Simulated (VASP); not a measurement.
Al: vibrations by finite differences with PBE

The system is Al.

```xyz
1
Lattice="0.0000 2.0203 2.0203 2.0203 0.0000 2.0203 2.0203 2.0203 0.0000" Properties=species:S:1:pos:R:3 pbc="T T T"
Al    0.0000    0.0000    0.0000
```

```
Program             : VASP 6.6.1
Task                : vibrations by finite differences
Functional          : PBE
Potentials or basis : VASP PAW PBE potentials, release 64 (Al)
Cutoff              : 520 eV
k mesh              : 18 × 18 × 18
Occupations         : gaussian, width 0.3 eV
Spin                : no spin polarisation
```

```
Elastic constants C11, C12, C44 : 103, 65, 25 GPa
Voigt bulk modulus              : 78 GPa
```

Elastic tensor in Voigt notation (GPa, in the Cartesian axes of the cell as first typed):
```
103  65  65   0   0   0
 65 103  65   0   0   0
 65  65 103   0   0   0
  0   0   0  25   0   0
  0   0   0   0  25   0
  0   0   0   0   0  25
```

Clamped-ion elastic tensor (GPa):
```
103  65  65   0   0   0
 65 103  65   0   0   0
 65  65 103   0   0   0
  0   0   0  25   0   0
  0   0   0   0  25   0
  0   0   0   0   0  25
```

Wall time 12 min on 1 thread of Intel(R) Xeon(R) Platinum 8259CL CPU @ 2.50GHz (Skylake/Cascade Lake), on a shared host, peak memory 0.45 GiB.
